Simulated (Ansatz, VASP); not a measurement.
**Si3H2C2: VASP beside Ansatz**

```
CELL_PARAMETERS angstrom
6.12231 0.00000 0.00000
0.00000 6.12231 0.00000
0.00000 0.00000 18.03361
ATOMIC_POSITIONS crystal
Si 0.25000 0.25000 0.26919
Si 0.25000 0.75000 0.26919
Si 0.75000 0.25000 0.26919
Si 0.75000 0.75000 0.26919
Si 0.49652 0.50282 0.39505
Si 0.49652 0.99718 0.39505
Si 0.00348 0.50282 0.39505
Si 0.00348 0.99718 0.39505
Si 0.75000 0.75000 0.51199
Si 0.75000 0.25000 0.51299
Si 0.25000 0.75000 0.54533
Si 0.25000 0.25000 0.52315
C 0.75000 0.50000 0.32921
C 0.75000 0.00000 0.32921
C 0.25000 0.50000 0.32921
C 0.25000 0.00000 0.32921
C 0.00811 0.75000 0.45588
C 0.00464 0.25000 0.45254
C 0.49189 0.75000 0.45588
C 0.49536 0.25000 0.45254
H 0.10182 0.25000 0.20436
H 0.39813 0.25000 0.20436
H 0.39813 0.75000 0.20436
H 0.10182 0.75000 0.20436
H 0.60187 0.25000 0.20436
H 0.89818 0.25000 0.20436
H 0.89818 0.75000 0.20436
H 0.60187 0.75000 0.20436
```

Alike in both runs: functional LDA; k mesh 4 × 4 × 1; occupations gaussian, width 0.05 eV; no spin polarisation.

Ansatz relaxed the structure, and its values are those at the end. VASP's run is a single point on that final structure, the one shown.

|  | VASP | Ansatz |
| --- | --- | --- |
| version | VASP 6.6.1 | Ansatz 0.2.0 |
| potentials or method | VASP PAW LDA potentials, release 64 (Si, C, H) | scalar-relativistic, plane waves, PAW |
| plane-wave cutoff (eV) | 520 | 420 |
| valence electrons in the cell | 88 | 88 |

|  | VASP | Ansatz | Ansatz less VASP |
| --- | --- | --- | --- |
| gap on the k mesh at the Fermi level (eV) | none | none | - |
| rms of the force components (eV/Å) | 0.481 | 0.483 | +0.0022 |
| work function, face that differs most (eV) | 3.32 | 3.30 | -0.013 |

A gap of «none» marks a metal or a gap that the smearing closes.
